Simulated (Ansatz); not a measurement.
Structure types of Pt compared at 2000 GPa

Structure types of Pt are relaxed in primitive cells with their symmetry kept at 2000 GPa, first on PAW files, then by LAPW. The enthalpy is E + pV at zero temperature, without zero-point motion. Only the types listed were tried, and differences under about 5 meV/atom are mesh noise.

All numbers are PBE results (scalar-relativistic) from Ansatz 0.2.0, with Fermi–Dirac smearing of 0.08 eV, no spin polarisation. Methods: LAPW: all electrons, basis error target 0.5 meV/atom; PAW: frozen-core files, cutoff 420 eV.

k meshes: fcc 22×22×22, bcc 23×23×23, hcp 21×21×11, omega 11×11×15, diamond 16×16×16, sc 20×20×20.

Spin–orbit coupling is left out, which matters for the heavy atoms.

```tsv
start type	ends as	a, b, c (Å)	V (Å³/atom)	H − H(lowest), LAPW (meV/atom)
fcc	fcc, Fm-3m	2.957, 2.957, 2.957	6.46	0.0
bcc	bcc, Im-3m	2.343, 2.343, 2.343	6.44	?
hcp	hcp, P6_3/mmc	2.077, 2.077, 3.457	6.46	188.8
omega	omega, P6/mmm	3.362, 3.362, 1.989	6.49	1081.0
diamond	diamond, Fd-3m	3.961, 3.961, 3.961	7.77	28624.9
sc	sc, Pm-3m	1.899, 1.899, 1.899	6.84	?
```

Q: Give the missing entry: row "bcc", column "H − H(lowest), LAPW (meV/atom)".

A: 48.3.

Q: What belongs in the row "sc", column "H − H(lowest), LAPW (meV/atom)"?

A: 8497.7.

Q: Split the lead of fcc over bcc into energy and pV.

A: For bcc less fcc: ΔE = +409.3 meV/atom, and p·ΔV = 2000 GPa × -0.0289 Å³ × 6.242 meV/(GPa·Å³) = -361.0 meV/atom, together 48.3 meV/atom. fcc wins by its internal energy, though it is the less dense.

Q: Would bcc gain on fcc at higher pressure?

A: Yes: dH/dp = V, and its volume is smaller by 0.03 Å³/atom. Held constant, that would close the gap after about 270 GPa more, a rough figure, since the volume difference changes with pressure.
